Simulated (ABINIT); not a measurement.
# PtSe2 (Sudovikovite) (P-3m1) in ABINIT: a series of runs

The runs below take PtSe2 (Sudovikovite) through relaxation of cell and atoms, single point, with LDA, PBE, PBEsol.

Program: ABINIT 10.8.3 (patched build). These are calculated values, not measurements. Logs are shortened: lines on timing, memory, paths and dates and some standing lists are left out, and cuts for length are marked. The log counts tension as positive stress, the text compression.

## 1. The structure

Symmetry: P-3m1, No. 164, trigonal system. The conventional cell has a = 3.724 Å, b = 3.724 Å, c = 5.062 Å, α = 90.00°, β = 90.00°, γ = 120.00°. Pt (site symmetry -3m) has 6 Se at 2.49 Å as nearest neighbours. Around Se (site symmetry 3m) lie 3 Pt at 2.49 Å.

## 2. Relaxation of cell and atoms, LDA

File run.abi:

```
pp_dirpath "./"
pseudos "Pt.upf, Se.upf"

acell 3*1.0
rprim
     7.0373400881     0.0000000000     0.0000000000
    -3.5186700441     6.0945152914     0.0000000000
     0.0000000000     0.0000000000     9.5657936429
ntypat 2
znucl 78 34
natom 3
typat 1 2 2
chkprim 0
chksymtnons 0
tolsym 1.0e-6
xred
            0.0            0.0            0.0
            2/3            1/3            3/4
            1/3            2/3            1/4

ecut 43.0
ecutsm 0.5

kptopt 1
ngkpt 6 6 4
nshiftk 1
shiftk 0.0 0.0 0.0

ixc 7

nband 30
occopt 3
tsmear 0.05 eV

nstep 80
tolvrs 1.0e-12

iomode 3
prteig 0
prtebands 0
prtwf 0
prtden 0

ionmov 2
optcell 2
ntime 50
tolmxf 2.0e-5
dilatmx 1.08
```

Potentials or basis: PseudoDojo NC SR LDA v0.4.1 standard.

Launch:

```sh
> mpirun --bind-to none -np 4 abinit run.abi > log 2>&1
```

run.abo:

```text
.Version 10.8.3 of ABINIT
 Symmetries : space group P-3 m 1 (#164); Bravais hP (primitive hexag.)
================================================================================
 Values of the parameters that define the memory need of the present run
     intxc =       0    ionmov =       2      iscf =       7    lmnmax =       8
     lnmax =       8     mgfft =      64  mpssoang =       4    mqgrid =    3050
     natom =       3  nloc_mem =       1    nspden =       1   nspinor =       1
    nsppol =       1      nsym =      12    n1xccc =    2501    ntypat =       2
    occopt =       3   xclevel =       1
       mpw =        6981          nfft =      147456          nkpt =          24
================================================================================
================================================================================

--------------------------------------------------------------------------------
------------- Echo of variables that govern the present computation ------------
--------------------------------------------------------------------------------
 -outvars: echo values of preprocessed input variables --------
            acell      1.0000000000E+00  1.0000000000E+00  1.0000000000E+00 Bohr
              amu      1.95080000E+02  7.89600000E+01
          chkprim           0
      chksymtnons           0
          dilatmx      1.08000000E+00
             ecut      4.30000000E+01 Hartree
           ecutsm      5.00000000E-01 Hartree
           ionmov           2
              ixc           7
         kptrlatt        6    0    0      0    6    0      0    0    4
          kptrlen      3.82631746E+01
            natom           3
            nband          30
            ngfft          48      48      64
             nkpt          24
            nstep          80
             nsym          12
            ntime          50
           ntypat           2
           occopt           3
          optcell           2
           prtden           0
        prtebands           0
           prteig           0
            prtwf           0
            rprim      7.0373400881E+00  0.0000000000E+00  0.0000000000E+00
                      -3.5186700441E+00  6.0945152914E+00  0.0000000000E+00
                       0.0000000000E+00  0.0000000000E+00  9.5657936429E+00
          spgroup         164
           tolmxf      2.00000000E-05
           tolsym      1.00000000E-06
           tolvrs      1.00000000E-12
           tsmear      1.83746611E-03 Hartree
            typat      1  2  2
           xangst      0.0000000000E+00  0.0000000000E+00  0.0000000000E+00
                       1.8619999987E+00  1.0750262005E+00  3.7964999974E+00
                      -1.7639439108E-11  2.1500524010E+00  1.2654999991E+00
            xcart      0.0000000000E+00  0.0000000000E+00  0.0000000000E+00
                       3.5186700440E+00  2.0315050971E+00  7.1743452322E+00
                      -3.3333708929E-11  4.0630101943E+00  2.3914484107E+00
             xred      0.0000000000E+00  0.0000000000E+00  0.0000000000E+00
                       6.6666666667E-01  3.3333333333E-01  7.5000000000E-01
                       3.3333333333E-01  6.6666666667E-01  2.5000000000E-01
            znucl       78.00000   34.00000

================================================================================

 chkinp: Checking input parameters for consistency.

================================================================================
== DATASET  1 ==================================================================

--- !DatasetInfo
iteration_state: {dtset: 1, }
dimensions: {natom: 3, nkpt: 24, mband: 30, nsppol: 1, nspinor: 1, nspden: 1, mpw: 6981, }
cutoff_energies: {ecut:  43.0, pawecutdg:  -1.0, }
electrons: {nelect:   5.00000000E+01, charge:   0.00000000E+00, occopt:   3.00000000E+00, tsmear:   1.83746611E-03, }
meta: {optdriver: 0, ionmov: 2, optcell: 2, iscf: 7, paral_kgb: 0, }
...

 Exchange-correlation functional for the present dataset will be:
[... 42 lines left out ...]

 cartesian coordinates (angstrom) at end:
    1      0.00000000000000    -0.00000000000000     0.00000000000000
    2      1.86867014228146     1.07887720968408     3.52018112164181
    3     -0.00000000001770     2.15775441936816     1.26293620860237

 cartesian forces (hartree/bohr) at end:
    1      0.00000000000000    -0.00000000000000    -0.00000000000000
    2     -0.00000000000000    -0.00000000000000    -0.00000013344731
    3      0.00000000000000     0.00000000000000     0.00000013344731
 frms,max,avg= 6.2907666E-08 1.3344731E-07   0.000E+00  0.000E+00  0.000E+00 h/b

 cartesian forces (eV/Angstrom) at end:
    1      0.00000000000000    -0.00000000000000    -0.00000000000000
    2     -0.00000000000000    -0.00000000000000    -0.00000686213670
    3      0.00000000000000     0.00000000000000     0.00000686213670
 frms,max,avg= 3.2348423E-06 6.8621367E-06   0.000E+00  0.000E+00  0.000E+00 e/A
 length scales=  7.062549577180  7.062549577235  9.038781782245 bohr
              =  3.737340284581  3.737340284610  4.783117330244 angstroms
 Fermi (or HOMO) energy (hartree) =   0.31511   Average Vxc (hartree)=  -0.44893
 Eigenvalues (hartree) for nkpt=  24  k points:
 kpt#   1, nband= 30, wtk=  0.00694, kpt=  0.0000  0.0000  0.0000 (reduced coord)
  -3.34638   -1.65906   -1.65906   -1.65555   -1.47550   -1.47550   -1.47541   -1.47541
  -1.47507   -1.47507   -1.47482   -1.47482   -1.47477   -1.47474   -0.27079   -0.15129
   0.04544    0.07813    0.07813    0.17189    0.17189    0.22351    0.27743    0.27743
   0.34531    0.35703    0.35703    0.43258    0.46726    0.58201
      occupation numbers for kpt#   1
   2.00000    2.00000    2.00000    2.00000    2.00000    2.00000    2.00000    2.00000
   2.00000    2.00000    2.00000    2.00000    2.00000    2.00000    2.00000    2.00000
   2.00000    2.00000    2.00000    2.00000    2.00000    2.00000    2.00000    2.00000
   0.00000    0.00000    0.00000    0.00000    0.00000    0.00000
 prteigrs : prtvol=0 or 1, do not print more k-points.

--- !EnergyTerms
iteration_state     : {dtset: 1, itime: 13, icycle: 1, }
comment             : Components of total free energy in Hartree
kinetic             :  1.94073072428416E+02
hartree             :  9.24007436135299E+01
xc                  : -7.14120780936448E+01
Ewald energy        : -2.26906525538806E+02
psp_core            :  1.06655390517516E+01
local_psp           : -2.77833683075953E+02
non_local_psp       : -9.40837293215003E+01
internal            : -3.73096660936206E+02
'-kT*entropy'       : -2.33343757381247E-04
total_energy        : -3.73096894279963E+02
total_energy_eV     : -1.01524836974280E+04
band_energy         : -4.40361528670472E+01
...

 rms coord change=  6.6187E-03   atom, delta coord (reduced):
     1       -0.000000000000     -0.000000000000      0.000000000000
     2        0.000000000000      0.000000000000     -0.014040399055
     3        0.000000000000      0.000000000000      0.014040399055

 Cartesian components of stress tensor (hartree/bohr^3)
  sigma(1 1)=  1.62009508E-08  sigma(3 2)=  0.00000000E+00
  sigma(2 2)=  1.62006390E-08  sigma(3 1)=  0.00000000E+00
  sigma(3 3)= -5.86303339E-09  sigma(2 1)=  2.24098249E-13

-Cartesian components of stress tensor (GPa)         [Pressure= -2.6026E-04 GPa]
- sigma(1 1)=  4.76648428E-04  sigma(3 2)=  0.00000000E+00
- sigma(2 2)=  4.76639255E-04  sigma(3 1)=  0.00000000E+00
- sigma(3 3)= -1.72496398E-04  sigma(2 1)=  6.59319811E-09

== END DATASET(S) ==============================================================
================================================================================

 -outvars: echo values of variables after computation  --------
            acell      7.0625495772E+00  7.0625495772E+00  9.0387817822E+00 Bohr
           etotal     -3.7309689428E+02
            fcart      6.3542804048E-30 -1.8343227511E-29 -0.0000000000E+00
                      -4.1302822631E-28 -2.1645008463E-28 -1.3344731223E-07
                       4.0667394590E-28  2.3479331214E-28  1.3344731223E-07
            rprim      1.0000000000E+00  0.0000000000E+00  0.0000000000E+00
                      -5.0000000000E-01  8.6602540378E-01  0.0000000000E+00
                       0.0000000000E+00  0.0000000000E+00  1.0000000000E+00
           strten      1.6200950775E-08  1.6200638997E-08 -5.8630333852E-09
                       0.0000000000E+00  0.0000000000E+00  2.2409824875E-13
           xangst      7.6193820163E-28 -1.5292314200E-27  0.0000000000E+00
                       1.8686701423E+00  1.0788772097E+00  3.5201811216E+00
                      -1.7702056470E-11  2.1577544194E+00  1.2629362086E+00
             xred     -3.2366325019E-29 -4.7247620219E-28  0.0000000000E+00
                       6.6666666667E-01  3.3333333333E-01  7.3595960095E-01
                       3.3333333333E-01  6.6666666667E-01  2.6404039905E-01
 Calculation completed.
```

It took 13 min on 4 MPI ranks of Arm Neoverse V1, shared host; peak memory 0.44 GiB.

Results:

| Quantity | Value |
| --- | --- |
| Free energy | -10152.4837 eV |
| Relaxed volume | 19.29 Å³/atom |
| Relaxed cell | a = 3.737 Å, b = 3.737 Å, c = 4.783 Å, α = 90.00°, β = 90.00°, γ = 120.00° |
| Space group after relaxing (to 0.05 Å) | P-3m1 (No. 164) |
| Energy gained by relaxing | 11.4 meV/atom |
| Ionic steps | 13 |
| Pressure after relaxing | 0.0 GPa |
| Band gap on the k mesh | none (metal or under the smearing width) |

The path:
```
step  energy change (eV)  largest force (eV/Å)  pressure (GPa)  volume (Å³)
   1              0.0000                0.1845           -0.55        60.80
   2             -0.0014                0.1866           -0.49        60.69
   3              0.0712                0.3112            6.88        53.40
   4             -0.0242                0.1220            0.03        59.06
   5             -0.0310                0.0524            0.36        58.24
   6             -0.0329                0.0332            0.51        57.61
   7             -0.0333                0.0331            0.30        57.75
   8             -0.0338                0.0443           -0.15        57.95
   9             -0.0340                0.0407           -0.21        57.96
  10             -0.0342                0.0208           -0.17        57.92
  11             -0.0342                0.0058           -0.06        57.88
  12             -0.0342                0.0004           -0.01        57.86
  13             -0.0342                0.0000            0.00        57.86
```

Final structure:
```
Pt Se
1.0
     3.73734    0.00000    0.00000
    -1.86867    3.23663    0.00000
     0.00000    0.00000    4.78312
Pt Se
1 2
Direct
  0.00000 0.00000 0.00000
  0.66667 0.33333 0.73596
  0.33333 0.66667 0.26404
```

## 3. Single point, LDA (cell relaxed)

File run.abi:

```
# Pseudopotentials
pp_dirpath "./"
pseudos "Pt.upf, Se.upf"

# Structure
acell 7.0625495826 7.0625495718 9.0387817757
rprim
     1.0000000000     0.0000000000     0.0000000000
    -0.4999999994     0.8660254041     0.0000000000
     0.0000000000     0.0000000000     1.0000000000
ntypat 2
znucl 78 34
natom 3
typat 1 2 2
xred
     0.0000000000     0.0000000000     0.0000000000
     0.6666666700     0.3333333300     0.7359596000
     0.3333333300     0.6666666700     0.2640404000
chkprim 0
chksymtnons 0
tolsym 1.0e-6

# Plane-wave basis
ecut 43.0

# k points
kptopt 1
ngkpt 6 6 4
nshiftk 1
shiftk 0.0 0.0 0.0

# Exchange and correlation
ixc 7

# Bands and occupations
nband 30
occopt 3
tsmear 0.05 eV

# SCF cycle
nstep 100
tolvrs 1.0e-10

# Output
iomode 3
prtwf 0
prtden 0
prteig 0
prtebands 0
enunit 2
prtvol 2
```

Potentials or basis: PseudoDojo NC SR LDA v0.4.1 standard.

Launch:

```sh
> mpirun --bind-to none -np 4 abinit run.abi > log 2>&1
```

It took 49 s on 4 MPI ranks of Arm Neoverse V1, shared host; peak memory 0.36 GiB.

Results (log left out):

```
Free energy                                           : -10152.4838 eV
Pressure                                              : 0.0 GPa
Band gap on the k mesh                                : none (metal or under the smearing width)
Valence electrons inside the program's atomic spheres : Pt 14.48; Se 13.21
```

Levels at points of the mesh, in eV from the Fermi level:
| k point | band 23 | band 24 | band 25 | band 26 | band 27 | band 28 |
| --- | --- | --- | --- | --- | --- | --- |
| (0.00, 0.00, 0.00) | -1.03 | -1.03 | 0.82 | 1.14 | 1.14 | 3.20 |
| (0.50, 0.00, 0.00) | -3.39 | -3.33 | -2.97 | 0.53 | 2.61 | 5.07 |
| (0.00, 0.00, 0.50) | -1.74 | -1.74 | -1.68 | 2.44 | 2.44 | 4.93 |
| (0.50, 0.00, 0.50) | -3.14 | -2.68 | -1.13 | 0.66 | 1.53 | 4.78 |

The run has no spin-orbit coupling, so splittings on Pt are missing.

## 4. Single point, LDA

File run.abi:

```
pp_dirpath "./"
pseudos "Pt.upf, Se.upf"

acell 3.724 3.724 5.062 Angstrom
rprim
     1.0000000000     0.0000000000     0.0000000000
    -0.5000000000     0.8660254038     0.0000000000
     0.0000000000     0.0000000000     1.0000000000
ntypat 2
znucl 78 34
natom 3
typat 1 2 2
xred
     0.0000000000     0.0000000000     0.0000000000
     0.6666666667     0.3333333333     0.7500000000
     0.3333333333     0.6666666667     0.2500000000

ecut 39.0

kptopt 1
ngkpt 6 6 4
nshiftk 1
shiftk 0.0 0.0 0.0

ixc 7

nband 30
occopt 3
tsmear 0.00183747

nstep 100
tolvrs 1.0e-10

iomode 3
prtwf 0
prtden 0
prteig 0
prtebands 0
enunit 1
prtvol 2
```

Launch:

```sh
> mpirun --bind-to none -np 4 abinit run.abi > log 2>&1
```

It took 41 s on 4 MPI ranks of Arm Neoverse V1, shared host; peak memory 0.32 GiB.

Results (log left out):

| Item | Value |
| --- | --- |
| Free energy | -10152.4392 eV |
| Pressure | -1.2 GPa |
| Largest force | 0.185 eV/Å |
| Band gap on the k mesh | none (metal or under the smearing width) |
| Valence electrons inside the program's atomic spheres | Pt 14.50; Se 13.22 |

Forces in eV/Å, atoms in the order of the input:
```
Pt   0.000  0.000  0.000
Se   0.000  0.000 -0.185
Se   0.000  0.000  0.185
```

Stress tensor (GPa, compression positive):
```
-0.77  0.00  0.00
 0.00 -0.77  0.00
 0.00  0.00 -1.93
```

Levels at points of the mesh, in eV from the Fermi level:
| k point | band 22 | band 23 | band 24 | band 25 | band 26 | band 27 | band 28 | band 29 |
| --- | --- | --- | --- | --- | --- | --- | --- | --- |
| (0.00, 0.00, 0.00) | -2.54 | -1.04 | -1.04 | 0.43 | 1.47 | 1.47 | 3.53 | 4.01 |
| (0.50, 0.00, 0.00) | -3.52 | -3.45 | -3.37 | -2.96 | 0.65 | 2.37 | 4.76 | 5.77 |
| (0.00, 0.00, 0.50) | -2.98 | -1.70 | -1.48 | -1.48 | 2.32 | 2.32 | 4.75 | 6.23 |
| (0.50, 0.00, 0.50) | -3.46 | -3.18 | -2.82 | -1.35 | 1.00 | 1.50 | 4.51 | 4.68 |

Spin-orbit coupling is left out, which matters for the levels of Pt.

## 5. Single point, PBE

Changes to run.abi since step 4:

```diff
@@ -1 +1,2 @@
+# Pseudopotentials
 pp_dirpath "./"
@@ -3,2 +4,3 @@
 
+# Structure
 acell 3.724 3.724 5.062 Angstrom
@@ -17,4 +19,6 @@
 
+# Plane-wave basis
 ecut 39.0
 
+# k points
 kptopt 1
@@ -24,8 +28,11 @@
 
-ixc 7
+# Exchange and correlation
+ixc 11
 
+# Bands and occupations
 nband 30
 occopt 3
-tsmear 0.00183747
+tsmear 0.05 eV
 
+# SCF cycle
 nstep 100
@@ -33,2 +40,3 @@
 
+# Output
 iomode 3
@@ -38,3 +46,2 @@
 prtebands 0
-enunit 1
-prtvol 2
+enunit 2
```

Potentials or basis: PseudoDojo NC SR PBE v0.4.1 standard.

Launch:

```sh
> mpirun --bind-to none -np 4 abinit run.abi > log 2>&1
```

It took 29 s on 4 MPI ranks of Intel Xeon 6975P-C (Granite Rapids), shared host; peak memory 0.32 GiB.

It converged, with:

| Property | Result |
| --- | --- |
| Free energy | -10152.6696 eV |
| Pressure | 6.7 GPa |
| Largest force | 0.574 eV/Å |
| Band gap on the k mesh | none (metal or under the smearing width) |
| Valence electrons inside the program's atomic spheres | Pt 14.50; Se 13.22 |

Forces in eV/Å, atoms in the order of the input:
```
Pt   0.000  0.000  0.000
Se   0.000  0.000 -0.574
Se   0.000  0.000  0.574
```

Stress tensor (GPa, compression positive):
```
7.34 0.00 0.00
0.00 7.34 0.00
0.00 0.00 5.32
```

Levels at points of the mesh, in eV from the Fermi level:
| k point | band 22 | band 23 | band 24 | band 25 | band 26 | band 27 | band 28 | band 29 |
| --- | --- | --- | --- | --- | --- | --- | --- | --- |
| (0.00, 0.00, 0.00) | -2.58 | -1.08 | -1.08 | 0.40 | 1.45 | 1.45 | 3.61 | 4.20 |
| (0.50, 0.00, 0.00) | -3.56 | -3.50 | -3.42 | -2.98 | 0.67 | 2.35 | 4.79 | 5.84 |
| (0.00, 0.00, 0.50) | -2.96 | -1.72 | -1.52 | -1.52 | 2.30 | 2.30 | 4.80 | 6.33 |
| (0.50, 0.00, 0.50) | -3.52 | -3.23 | -2.86 | -1.39 | 0.99 | 1.52 | 4.56 | 4.79 |

Spin-orbit coupling is left out, which matters for the levels of Pt.

## 6. Single point, PBEsol

Changes to run.abi since step 5:

```diff
@@ -1,2 +1 @@
-# Pseudopotentials
 pp_dirpath "./"
@@ -4,3 +3,2 @@
 
-# Structure
 acell 3.724 3.724 5.062 Angstrom
@@ -19,6 +17,4 @@
 
-# Plane-wave basis
 ecut 39.0
 
-# k points
 kptopt 1
@@ -28,6 +24,4 @@
 
-# Exchange and correlation
-ixc 11
+ixc -116133
 
-# Bands and occupations
 nband 30
@@ -36,3 +30,2 @@
 
-# SCF cycle
 nstep 100
@@ -40,8 +33,10 @@
 
-# Output
 iomode 3
 prtwf 0
-prtden 0
 prteig 0
 prtebands 0
-enunit 2
+prtden 1
+prtvha 1
+prtvclmb 1
+prtpot 1
+prtelf 1
```

Potentials or basis: PseudoDojo NC SR PBEsol v0.4.1 standard.

Launch:

```sh
> mpirun --bind-to none -np 4 abinit run.abi > log 2>&1
```

Run time: 34 s. Hardware: 4 MPI ranks of Intel Xeon 6975P-C (Granite Rapids), shared host; peak memory 0.36 GiB.

Results (log left out):

```
Free energy                                           : -10144.9377 eV
Pressure                                              : 1.5 GPa
Largest force                                         : 0.324 eV/Å
Band gap on the k mesh                                : none (metal or under the smearing width)
Valence electrons inside the program's atomic spheres : Pt 14.49; Se 13.21
```

Forces in eV/Å, atoms in the order of the input:
```
Pt   0.000  0.000  0.000
Se   0.000  0.000 -0.324
Se   0.000  0.000  0.324
```

Stress tensor (GPa, compression positive):
```
1.98 0.00 0.00
0.00 1.98 0.00
0.00 0.00 0.43
```

Levels at points of the mesh, in eV from the Fermi level:
| k point | band 23 | band 24 | band 25 | band 26 | band 27 | band 28 |
| --- | --- | --- | --- | --- | --- | --- |
| (0.00, 0.00, 0.00) | -1.06 | -1.06 | 0.42 | 1.47 | 1.47 | 3.50 |
| (0.50, 0.00, 0.00) | -3.48 | -3.40 | -2.97 | 0.65 | 2.37 | 4.75 |
| (0.00, 0.00, 0.50) | -1.70 | -1.49 | -1.49 | 2.32 | 2.32 | 4.72 |
| (0.50, 0.00, 0.50) | -3.21 | -2.85 | -1.37 | 0.99 | 1.52 | 4.53 |

## 7. Summary

```csv
task,level,potentials or basis,cell,cutoff (eV),cell freedom (optcell),optimiser (ionmov),cutoff smearing ecutsm (Ha),force stop (Ha/bohr),gap on the mesh (eV),pressure (GPa),largest force (eV/Å)
relaxation of cell and atoms,LDA,PseudoDojo NC SR LDA v0.4.1 standard,relaxed,1170,2,2,0.5,2e-05,none,0.0,-
single point,LDA,PseudoDojo NC SR LDA v0.4.1 standard,cell relaxed,1170,-,-,-,-,none,0.0,-
single point,LDA,PseudoDojo NC SR LDA v0.4.1 standard,as given,1061,-,-,-,-,none,-1.2,0.18
single point,PBE,PseudoDojo NC SR PBE v0.4.1 standard,as given,1061,-,-,-,-,none,6.7,0.57
single point,PBEsol,PseudoDojo NC SR PBEsol v0.4.1 standard,as given,1061,-,-,-,-,none,1.5,0.32
```

Alike in all rows: no spin polarisation; k mesh 6 × 6 × 4; smearing fermi-dirac 0.05 eV.

Absolute energies hang on the potentials; compare differences alone.
